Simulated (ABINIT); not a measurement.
The system is P.

```
CELL_PARAMETERS angstrom
1.64774 -5.46504 0.00000
1.64774 5.46504 0.00000
0.00000 0.00000 4.54364
ATOMIC_POSITIONS crystal
P 0.90414 0.09586 0.58882
P 0.09586 0.90414 0.41118
P 0.59586 0.40414 0.08882
P 0.40414 0.59586 0.91118
```

Base run:

* Program: ABINIT 10.8.3 (patched build)
* Functional: revPBE
* Potentials or basis: PseudoDojo NC SR PBE v0.4.1 standard
* Cutoff: 599 eV
* k mesh: 6 × 6 × 4
* Occupations: fermi-dirac, width 0.05 eV
* Spin: no spin polarisation

Its results: band gap on the k mesh 0.15 eV, direct; pressure 3.0 GPa; largest force 0.322 eV/Å.

**Question.** The run is repeated on the same cell with these changes: functional from revPBE to r2SCAN; cutoff from 599 eV to 517 eV. What comes out?

**Answer.** Band gap on the k mesh 0.18 eV, direct; pressure 1.7 GPa; largest force 0.286 eV/Å.

Caveats: the potentials were made for another functional, which shifts forces and pressure; a meta-GGA on potentials with a model core is unreliable (some runs).

A k mesh can miss the band edges.
